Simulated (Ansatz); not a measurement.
Input for Ansatz (plane-wave DFT, PAW):

```yaml
crystal:
  lattice:
    - [-1.5527795287, 1.5527795287, 1.5527795287]
    - [1.5527795287, -1.5527795287, 1.5527795287]
    - [1.5527795287, 1.5527795287, -1.5527795287]
  atoms:
    - { symbol: Pd, position: [0.0, 0.0, 0.0] }
basis:
  ecutwfc: 420
kpoints:
  mp_grid: { grid: [18, 18, 18] }
hamiltonian:
  xc: pbe
scf:
  occupations: { method: gaussian, width: 0.1 }
output:
  forces: true
  stress: true
  eigenvalues: true
```

Command:
```bash
ansatz run input.yaml --threads 1 --pin off --max-ram 2560MiB --backend cpu --events-out ev --progress --plain --runs-dir out
```

Theory: DFT PBE, scalar-relativistic, plane waves, PAW in Ansatz.

Part of what the program printed, abridged (iterations and final results):

```
SCF iter   1: F=—  HF=-6972.802765 eV  |F-HF|=—  |Δ(HF+E_count)|=         —  Δρ=4.98e-3  dr2=1.85e-3  ethr=1.77e-3  ⟨swp⟩=5.0  Hψ=14589  notcnv=0
SCF iter   2: F=—  HF=-6972.802528 eV  |F-HF|=—  |Δ(HF+E_count)|=   2.37e-4  Δρ=2.47e-3  dr2=3.54e-4  ethr=1.03e-5  ⟨swp⟩=2.6  Hψ=5353  notcnv=0
SCF iter   3: F=—  HF=-6972.802495 eV  |F-HF|=—  |Δ(HF+E_count)|=   3.37e-5  Δρ=1.27e-3  dr2=4.21e-5  ethr=1.97e-6  ⟨swp⟩=2.1  Hψ=3499  notcnv=0
SCF iter   4: F=—  HF=-6972.802535 eV  |F-HF|=—  |Δ(HF+E_count)|=   4.01e-5  Δρ=2.03e-4  dr2=1.03e-6  ethr=2.34e-7  ⟨swp⟩=2.4  Hψ=3442  notcnv=0
SCF iter   5: F=-6972.802536 eV  HF=-6972.802536 eV  |F-HF|=1.51e-8  |Δ(HF+E_count)|=   1.62e-6  Δρ=1.43e-5  dr2=6.89e-9  ethr=5.74e-9  ⟨swp⟩=2.4  Hψ=3749  notcnv=0
SCF iter   6: F=-6972.802536 eV  HF=-6972.802536 eV  |F-HF|=2.46e-11  |Δ(HF+E_count)|=   1.65e-8  Δρ=7.66e-7  dr2=3.02e-11  ethr=3.83e-11  ⟨swp⟩=1.5  Hψ=7498  notcnv=0
SCF 1 converged in 6 iterations: F = -6972.802536 eV  dr2 = 3.02e-11
SCF converged after 6 iterations
Free energy (F): -6972.802536 eV
Harris-Foulkes:  -6972.802536 eV  (|F-HF|=2.46e-11)
Internal energy: -6972.796414 eV  (E = F + TS)
E sigma→0 (E₀):  -6972.799475 eV
Entropy (-TS):   -0.006122 eV (-6.122 meV/atom)
Fermi energy:    19.416474 eV
--- Per-component energies (eV) ---
  E_band       = -142.140965
  E_kinetic    = 514.032202
  E_local      = -1770.680636  (includes V_loc(G=0)·N_el)
  E_nonlocal   = 217.301234
  E_hartree    = 719.281007
  E_xc         = -168.753944
  E_vxc        = -211.732220  (∫ρ·V_xc dr)
  E_paw        = -3750.364088  (= ΣΔE_a)
  E_vpaw       = -329.623592  (= ΣTr[D̂ρ^β])
  E_aug_tail   = 0.000221  (compensation charges beyond the density's cutoff)
  E_ewald      = -2733.612410
  E_smearing   = -0.006122  (= −TS)
--- Forces (eV/Å), atoms counted from 1 ---
  atom   1  Pd     0.00000000     0.00000000     0.00000000
--- Stress (GPa, compression-positive) ---
        5.447387       0.000000       0.000000
        0.000000       5.447387       0.000000
        0.000000       0.000000       5.447387
  P = ⅓ Tr σ = 5.4474 GPa (54.474 kbar)
--- Band table (eV; the first three rows and the last of 195) ---
  k-point 0: bands = ["-64.6277", "-30.1364", "-30.1364", "-30.1364", "12.3886", "16.5173", "16.5173", "16.5173", "18.4697", "18.4697", "38.5640", "38.5640", "38.5640"]
  k-point 1: bands = ["-64.6260", "-30.1486", "-30.1406", "-30.1363", "12.5065", "16.4776", "16.5191", "16.6004", "18.4223", "18.4726", "38.5081", "38.5870", "38.7049"]
  k-point 2: bands = ["-64.6212", "-30.1839", "-30.1528", "-30.1361", "12.8473", "16.3649", "16.5216", "16.8450", "18.3075", "18.4823", "38.2056", "38.5625", "39.1147"]
  k-point 194: bands = ["-64.5289", "-30.4310", "-30.4310", "-30.4310", "14.2798", "14.2798", "19.6294", "19.6294", "19.6294", "28.6075", "28.6075", "28.6075", "36.7879"]
```

The calculation finished and met its thresholds.

It took 1.8 s on 1 thread of Intel(R) Xeon(R) Platinum 8488C (Sapphire Rapids) (shared host), peak memory 0.36 GiB.